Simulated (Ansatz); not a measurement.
NiSb and the effect of the functional

The structure is hexagonal, space group P6_3/mmc (No. 194). The conventional cell has a = 3.928 Å, b = 3.928 Å, c = 5.120 Å, α = 90.00°, β = 90.00°, γ = 120.00°. Sb (site symmetry -6m2) has 6 Ni at 2.60 Å as nearest neighbours. Ni (site symmetry -3m) has 2 Ni at 2.56 Å and 6 Sb at 2.60 Å as nearest neighbours.

Kept alike: task band structure; k mesh 8 × 8 × 5; occupations fermi-dirac, width 0.05 eV; collinear spin, ferromagnetic start. Program: Ansatz, all-electron LAPW, scalar-relativistic. The mesh is that of the run's cell of 4 atoms. No spin-orbit coupling.

| functional | pressure (GPa) |
| --- | --- |
| LDA | -5.47 |
| PBE | 3.74 |
| PBEsol | -2.03 |

Pressure is positive in compression. For a metal such a mesh leaves the last digits unconverged. The moments vanished: the runs ended non-magnetic.

The pressure runs from -5.47 (LDA) to 3.74 GPa (PBE). From PBE: LDA -9.21; PBEsol -5.77. A positive pressure means that the functional's own cell is larger than the one given, a negative one that it is smaller.
